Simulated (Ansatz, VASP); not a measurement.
## Tl: VASP beside Ansatz

```
Tl
1.0
     3.45600    0.00000    0.00000
    -1.72800    2.99298    0.00000
     0.00000    0.00000    5.52500
Tl
2
Direct
  0.33333 0.66667 0.25000
  0.66667 0.33333 0.75000
```

Alike in both runs: task single point; functional PBE; dispersion D3(BJ); k mesh 6 × 6 × 4; occupations gaussian, width 0.1 eV; no spin polarisation.

|  | VASP | Ansatz |
| --- | --- | --- |
| version | VASP 6.6.1 | Ansatz 0.2.0 |
| potentials or method | VASP PAW PBE potentials, release 64 (Tl_d) | scalar-relativistic, plane waves, PAW |
| plane-wave cutoff (eV) | 520 | 420 |
| valence electrons in the cell | 26 | 26 |

|  | VASP | Ansatz | Ansatz less VASP |
| --- | --- | --- | --- |
| gap on the k mesh at the Fermi level (eV) | none | none | - |
| pressure (GPa) | 1.0 | 1.1 | +0.07 |
| largest component of the traceless stress (GPa) | 1.75 | 1.74 | -0.012 |

A gap of «none» marks a metal or a gap that the smearing closes.

Caveats: pairwise dispersion overbinds metals, which lowers pressure and volume. Spin-orbit coupling is left out, which matters for the levels of Tl.
